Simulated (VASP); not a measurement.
# Ga2O3 (C2/m) in VASP: band structure with PBE

Aim: the band structure of Ga2O3 with PBE.

Program: VASP 6.6.1. These are calculated values, not measurements. Logs are shortened: lines on timing, memory, paths and dates and some standing lists are left out, and cuts for length are marked.

**1. The crystal as given**

The structure is monoclinic, space group C2/m (No. 12). Conventional cell: a = 12.274 Å, b = 3.049 Å, c = 5.812 Å, α = 90.00°, β = 103.72°, γ = 90.00°. Ga (site symmetry m) has 4 O at 1.84 to 1.87 Å as nearest neighbours. Around Ga (site symmetry m) lie 6 O at 1.94 to 2.08 Å. O (site symmetry m) is surrounded by 3 Ga at 1.84 to 1.95 Å. Around O (site symmetry m) lie 4 Ga at 1.87 to 2.08 Å. O (site symmetry m) has 3 Ga at 1.84 to 1.94 Å as nearest neighbours.

**2. Band structure, PBE**

File INCAR:

```
SYSTEM = Ga2O3
PREC     = Accurate       ! precision mode
ENCUT    = 520            ! plane-wave cutoff, eV
EDIFF    = 1E-7           ! SCF threshold, eV
ISMEAR   = 0              ! smearing method
SIGMA    = 0.03           ! smearing width, eV
LREAL    = .FALSE.        ! projectors in reciprocal space
LASPH    = .TRUE.         ! aspherical terms in the spheres
NELM     = 80             ! most SCF steps
ALGO     = Normal         ! electronic algorithm
ISIF     = 2              ! what is computed and relaxed
LWAVE    = .FALSE.        ! write WAVECAR
LCHARG   = .FALSE.        ! write CHGCAR
GGA      = PE             ! functional
NBANDS   = 55             ! bands
KPAR     = 8
```

File KPOINTS:

```
Automatic mesh
0
G
  4 4 4
  0 0 0
```

File POSCAR:

```
Ga2O3                                   
1.0
    6.1372135215     -1.5245740780      0.0077636087
    6.1372135215      1.5245740780      0.0077636087
   -1.3856956735      0.0000000000      5.6439506830
  Ga              O             
     4     6
Direct
     0.0904460714418697    0.0904460714418697    0.7951699096746511
     0.9095539285581303    0.9095539285581303    0.2048300903253490
     0.6587144041948735    0.6587144041948735    0.3141629940278864
     0.3412855958051265    0.3412855958051265    0.6858370059721136
     0.1652143756510433    0.1652143756510433    0.1093128310971611
     0.8347856243489566    0.8347856243489566    0.8906871689028389
     0.1732094773473450    0.1732094773473450    0.5628329869779294
     0.8267905226526550    0.8267905226526550    0.4371670130220705
     0.4962355411019685    0.4962355411019685    0.2560002976410595
     0.5037644588980315    0.5037644588980315    0.7439997023589404
```

File KPOINTS_OPT:

```
explicit points
8
Reciprocal
 0.0000000000  0.0000000000  0.0000000000 1
 0.0000000000  0.5000000000 -0.5000000000 1
-0.5000000000 -0.5000000000  0.0000000000 1
-0.5000000000  0.0000000000  0.5000000000 1
-0.5000000000  0.0000000000  0.0000000000 1
 0.0000000000  0.5000000000  0.0000000000 1
 0.0000000000  0.0000000000 -0.5000000000 1
-0.5000000000 -0.5000000000  0.5000000000 1
```

Potentials or basis: VASP PAW PBE potentials, release 64 (Ga_d, O).

On the command line:

```bash
> cat potpaw_PBE.64/Ga_d/POTCAR potpaw_PBE.64/O/POTCAR > POTCAR
> mpirun -np 8 vasp_std > vasp.out
```

OUTCAR:

```text
SYSTEM = Ga2O3
   PREC = Accurate
   ENCUT = 520
   EDIFF = 1E-7
   ISMEAR = 0
   LREAL = .FALSE.
   LASPH = .TRUE.
   NELM = 80
   ISIF = 2
   GGA = PE

 ion  position               nearest neighbor table
   1  0.090  0.090  0.795-   5 1.84  10 1.84  10 1.84   7 1.87
   2  0.910  0.910  0.205-   6 1.84   9 1.84   9 1.84   8 1.87
   3  0.659  0.659  0.314-   9 1.94   5 1.95   5 1.95   8 2.02   7 2.08   7 2.08
   4  0.341  0.341  0.686-  10 1.94   6 1.95   6 1.95   7 2.02   8 2.08   8 2.08
   5  0.165  0.165  0.109-   1 1.84   3 1.95   3 1.95
   6  0.835  0.835  0.891-   2 1.84   4 1.95   4 1.95
   7  0.173  0.173  0.563-   1 1.87   4 2.02   3 2.08   3 2.08
   8  0.827  0.827  0.437-   2 1.87   3 2.02   4 2.08   4 2.08
   9  0.496  0.496  0.256-   2 1.84   2 1.84   3 1.94
  10  0.504  0.504  0.744-   1 1.84   1 1.84   4 1.94

  LATTYP: Found a base centered monoclinic cell.
 ALAT       =    12.2744368640
 B/A-ratio  =     0.2484145049
 C/A-ratio  =     0.4734692805
 COS(beta)  =    -0.2372087454

  Lattice vectors:

 A1 = (   6.1372135215,  -1.5245740780,   0.0077636087)
 A2 = (   6.1372135215,   1.5245740780,   0.0077636087)
 A3 = (  -1.3856956735,   0.0000000000,   5.6439506830)

Analysis of symmetry for initial positions (statically):
=====================================================================
 Subroutine PRICEL returns:
 Original cell was already a primitive cell.

 Routine SETGRP: Setting up the symmetry group for a
 base centered monoclinic supercell.

 Subroutine GETGRP returns: Found  4 space group operations
 (whereof  4 operations were pure point group operations)
 out of a pool of  4 trial point group operations.

The static configuration has the point symmetry C_2h.

Analysis of symmetry for dynamics (positions and initial velocities):
=====================================================================
 Subroutine PRICEL returns:
 Original cell was already a primitive cell.

 Routine SETGRP: Setting up the symmetry group for a
 base centered monoclinic supercell.

 Subroutine GETGRP returns: Found  4 space group operations
 (whereof  4 operations were pure point group operations)
 out of a pool of  4 trial point group operations.

The dynamic configuration has the point symmetry C_2h.

 Subroutine INISYM returns: Found  4 space group operations
 (whereof  4 operations are pure point group operations),
 and found     1 'primitive' translations

----------------------------------------------------------------------------------------

                                     Primitive cell

  volume of cell :     105.6496

  direct lattice vectors                    reciprocal lattice vectors
     6.137213521 -1.524574078  0.007763609     0.081444903 -0.327960450  0.019996250
     6.137213521  1.524574078  0.007763609     0.081444903  0.327960450  0.019996250
    -1.385695673  0.000000000  5.643950683    -0.000224065  0.000000000  0.177125841

  length of vectors
     6.323747006  6.323747006  5.811568791     0.338513188  0.338513188  0.177125983

  position of ions in fractional coordinates (direct lattice)
     0.090446071  0.090446071  0.795169910
     0.909553929  0.909553929  0.204830090
     0.658714404  0.658714404  0.314162994
     0.341285596  0.341285596  0.685837006
     0.165214376  0.165214376  0.109312831
     0.834785624  0.834785624  0.890687169
     0.173209477  0.173209477  0.562832987
     0.826790523  0.826790523  0.437167013
     0.496235541  0.496235541  0.256000298
     0.503764459  0.503764459  0.743999702

  ion indices of the primitive-cell ions
   primitive index   ion index
                 1           1
                 2           2
                 3           3
                 4           4
                 5           5
                 6           6
                 7           7
                 8           8
                 9           9
                10          10

----------------------------------------------------------------------------------------

 KPOINTS: Automatic mesh

Automatic generation of k-mesh.
 Grid dimensions read from file:
 generate k-points for:    4    4    4

 Generating k-lattice:

  Cartesian coordinates                     Fractional coordinates (reciprocal lattice)
     0.020361226 -0.081990112  0.004999063     0.250000000 -0.000000000  0.000000000
     0.020361226  0.081990112  0.004999063    -0.000000000  0.250000000  0.000000000
    -0.000056016  0.000000000  0.044281460     0.000000000  0.000000000  0.250000000

  Length of vectors
     0.084628297  0.084628297  0.044281496

  Shift w.r.t. Gamma in fractional coordinates (k-lattice)
     0.000000000  0.000000000  0.000000000

 Subroutine IBZKPT returns following result:
 ===========================================

 Found     24 irreducible k-points:

 Following reciprocal coordinates:
            Coordinates               Weight
  0.000000  0.000000  0.000000      1.000000
  0.250000 -0.000000 -0.000000      4.000000
  0.500000 -0.000000 -0.000000      2.000000
  0.250000  0.250000 -0.000000      2.000000
  0.500000  0.250000 -0.000000      4.000000
 -0.250000  0.250000  0.000000      2.000000
[... 16 lines left out ...]
 -0.250000  0.250000  0.500000      2.000000
  0.500000  0.500000  0.500000      1.000000
   k-points           NKPTS =     24   k-points in BZ     NKDIM =     24   number of bands    NBANDS=     55
   number of dos      NEDOS =    301   number of ions     NIONS =     10
   total plane-waves  NPLWV = 110592
   dimension x,y,z NGX =    48 NGY =   48 NGZ =   48
   dimension x,y,z NGXF=    96 NGYF=   96 NGZF=   96
   ions per type =               4   6
   NGX,Y,Z   is equivalent  to a cutoff of  12.62, 12.62, 13.73 a.u.
   NGXF,Y,Z  is equivalent  to a cutoff of  25.24, 25.24, 27.46 a.u.
 SYSTEM =  Ga2O3
   PREC   = accura    normal or accurate (medium, high low for compatibility)
   ISTART =      0    job   : 0-new  1-cont  2-samecut
   ICHARG =      2    charge: 1-file 2-atom 10-const
   ISPIN  =      1    spin polarized calculation?
   LNONCOLLINEAR =      F non collinear calculations
   LSORBIT =      F    spin-orbit coupling
   LASPH  =      T    aspherical Exc in radial PAW
   ENCUT  =  520.0 eV  38.22 Ry    6.18 a.u.  11.76 11.76 10.81*2*pi/ulx,y,z
   NELM   =     80;   NELMIN=  2; NELMDL= -5     # of ELM steps
   EDIFF  = 0.1E-06   stopping-criterion for ELM
   LREAL  =      F    real-space projection
   EDIFFG = 0.1E-05   stopping-criterion for IOM
   NSW    =      0    number of steps for IOM
   IBRION =     -1    ionic relax: 0-MD 1-quasi-New 2-CG
   NFREE  =      0    steps in history (QN), initial steepest desc. (CG)
   ISIF   =      2    stress and relaxation
   ISYM   =      2    0-nonsym 1-usesym 2-fastsym
   POTIM  = 0.5000    time-step for ionic-motion
   TEBEG  =    0.0;   TEEND  =   0.0 temperature during run
   PSTRESS=    0.0 pullay stress
   NELECT =      88.0000    total number of electrons
   NUPDOWN=      -1.0000    fix difference up-down
   EMIN   =  10.00;   EMAX   =-10.00  energy-range for DOS
   EFERMI =   0.00;   METHOD = LEGACY
   ISMEAR =     0;   SIGMA  =   0.03  broadening in eV -4-tet -1-fermi 0-gaus
   EFERMI_NEDOS =   21; number of points for ismear=-14 and -15
   IALGO  =     38    algorithm
   IMIX   =      4    mixing-type and parameters
     AMIX     =   0.40;   BMIX     =  1.00
     AMIX_MAG =   1.60;   BMIX_MAG =  1.00
  volume/ion in A,a.u.               =      10.56        71.30
  Fermi-wavevector in a.u.,A,eV,Ry     =   1.540328  2.910797 32.281309  2.372609
  Thomas-Fermi vector in A             =   2.646430
   LORBIT       =      0    0 simple, 1 ext, 2 COOP (PROOUT), +10 PAW based schemes
   GGA     = PE    functional components
   LHFCALC =     F    Hartree Fock is set to
   AEXX    =    0.0000 exact exchange contribution
   IVDW    =     0    specifies the selected vdW correction
   LEPSILON=     F    determine dielectric tensor
   LRPA    =     F    only Hartree local field effects (RPA)
 non-spin polarized calculation
 Gauss-broadening in eV      SIGMA  =   0.03
  energy-cutoff  :      520.00
  volume of cell :      105.65
 maximum number of plane-waves:      2866
   NGX = 23   NGY = 23   NGZ = 21

 number of electron      88.0000012 magnetization

 Free energy of the ion-electron system (eV)
  ---------------------------------------------------
  ext. energy  EPLUGINS =         0.00000000
  ---------------------------------------------------
  free energy    TOTEN  =       -59.56203526 eV

  energy without entropy =      -59.56203526  energy(sigma->0) =      -59.56203526

 E-fermi :   3.9355     XC(G=0): -11.5804

 val. band max:        3.7832880968   @ k =   0.5000   0.5000   0.5000
 cond. band min:       6.0979465501   @ k =   0.0000   0.0000   0.0000
 fundamental gap:      2.3146584533
 Fermi energy:         3.9355174834

 k-point     1 :       0.0000    0.0000    0.0000
  band No.  band energies     occupation
      1     -15.0809      2.00000
      2     -13.9295      2.00000
      3     -13.9049      2.00000
      4     -13.7906      2.00000
      5     -13.3234      2.00000
      6     -13.3136      2.00000
[... 47 lines left out ...]
     54      16.0662      0.00000
     55      16.3410      0.00000

 k-point     2 :       0.2500   -0.0000   -0.0000
  band No.  band energies     occupation
      1     -14.6390      2.00000
      2     -13.8630      2.00000
      3     -13.7736      2.00000
      4     -13.5927      2.00000
      5     -13.3297      2.00000
      6     -13.3146      2.00000
[... 47 lines left out ...]
     54      14.4891      0.00000
     55      15.3071      0.00000
[... 1216 lines left out ...]
     54      15.3967      0.00000
     55      15.5940      0.00000

 k-point    24 :       0.5000    0.5000    0.5000
  band No.  band energies     occupation
      1     -14.6729      2.00000
      2     -14.2665      2.00000
      3     -14.0973      2.00000
      4     -13.7609      2.00000
      5     -13.4629      2.00000
      6     -13.2040      2.00000
[... 47 lines left out ...]
     54      15.8120      0.00000
     55      16.6418      0.00000

------------------------ aborting loop because EDIFF is reached ----------------------------------------

  FORCE on cell =-STRESS in cart. coord.  units (eV):
  Direction    XX          YY          ZZ          XY          YZ          ZX
  --------------------------------------------------------------------------------------
  -------------------------------------------------------------------------------------
  Total        4.7003794      5.2132540      4.8444193      0.0000000      0.0000000      0.0698486
  in kB       71.2813089     79.0590580     73.4656746      0.0000000      0.0000000      1.0592548
  external PRESSURE =      74.6020138 kB  Pullay stress =       0.0000000 kB

 VOLUME and BASIS-vectors are now :
 -----------------------------------------------------------------------------
  energy-cutoff  :      520.00
  volume of cell :      105.65
      direct lattice vectors                 reciprocal lattice vectors
     6.137213521 -1.524574078  0.007763609     0.081444903 -0.327960450  0.019996250
     6.137213521  1.524574078  0.007763609     0.081444903  0.327960450  0.019996250
    -1.385695673  0.000000000  5.643950683    -0.000224065  0.000000000  0.177125841

 POSITION                                       TOTAL-FORCE (eV/Angst)
 -----------------------------------------------------------------------------------
      0.00831      0.00000      4.48930         0.050752      0.000000      0.001395
     10.88042      0.00000      1.17017        -0.050752      0.000000     -0.001395
      7.65001      0.00000      1.78335        -0.001557      0.000000      0.017363
      3.23872      0.00000      3.87613         0.001557      0.000000     -0.017363
      1.87644      0.00000      0.61952         0.130748      0.000000     -0.033064
      9.01229      0.00000      5.03996        -0.130748      0.000000      0.033064
      1.34613      0.00000      3.17929        -0.037151      0.000000     -0.002415
      9.54260      0.00000      2.48019         0.037151      0.000000      0.002415
      5.73627      0.00000      1.45256         0.056509      0.000000      0.027379
      5.15246      0.00000      4.20692        -0.056509      0.000000     -0.027379
 -----------------------------------------------------------------------------------
    total drift:                                0.000000     -0.000000     -0.000000

  FREE ENERGIE OF THE ION-ELECTRON SYSTEM (eV)
  ---------------------------------------------------
  free  energy   TOTEN  =       -59.5620352645 eV

  energy  without entropy=      -59.5620352645  energy(sigma->0) =      -59.56203526
```

It took 48 s on 8 MPI ranks of Intel Xeon Platinum 8488C (Sapphire Rapids), shared host; peak memory 0.46 GiB.

What came out:

```yaml
Free_energy: -59.5620 eV
Pressure: 7.5 GPa
Largest_force: 0.135 eV/Å
Band_gap_on_the_k_mesh: 2.31 eV, indirect (least direct gap 2.32 eV)
Band_gap_along_the_path: 2.31 eV, indirect (least direct gap 2.32 eV)
```

Forces on the atoms (eV/Å):
```
Ga   0.051  0.000  0.001
Ga  -0.051  0.000 -0.001
Ga  -0.002  0.000  0.017
Ga   0.002  0.000 -0.017
O    0.131  0.000 -0.033
O   -0.131  0.000  0.033
O   -0.037  0.000 -0.002
O    0.037  0.000  0.002
O    0.057  0.000  0.027
O   -0.057  0.000 -0.027
```

Levels at points of the mesh, in eV from the valence-band top:
| k point | band 40 | band 41 | band 42 | band 43 | band 44 | band 45 | band 46 | band 47 | band 48 | band 49 |
| --- | --- | --- | --- | --- | --- | --- | --- | --- | --- | --- |
| (0.00, 0.00, 0.00) | -0.67 | -0.66 | -0.47 | -0.27 | -0.01 | 2.31 | 5.63 | 6.66 | 6.67 | 7.75 |
| (0.50, 0.00, 0.00) | -1.29 | -0.75 | -0.70 | -0.45 | -0.11 | 5.60 | 6.45 | 7.14 | 7.41 | 7.96 |
| (0.50, 0.50, 0.00) | -1.06 | -0.67 | -0.66 | -0.40 | -0.14 | 4.49 | 4.74 | 5.79 | 6.48 | 7.93 |
| (0.00, 0.00, 0.50) | -1.39 | -0.65 | -0.63 | -0.49 | -0.29 | 4.68 | 4.82 | 6.64 | 7.13 | 7.72 |
| (0.50, 0.00, 0.50) | -1.23 | -1.08 | -1.03 | -0.72 | -0.64 | 6.83 | 6.86 | 7.76 | 7.94 | 8.41 |
| (0.50, 0.50, 0.50) | -0.70 | -0.64 | -0.60 | -0.58 | 0.00 | 5.09 | 5.24 | 6.16 | 6.45 | 6.99 |

Caveat: the k mesh is coarse (spacing up to 0.53 Å⁻¹), so the values aren't converged. As with any semilocal functional, this PBE gap is likely too small.
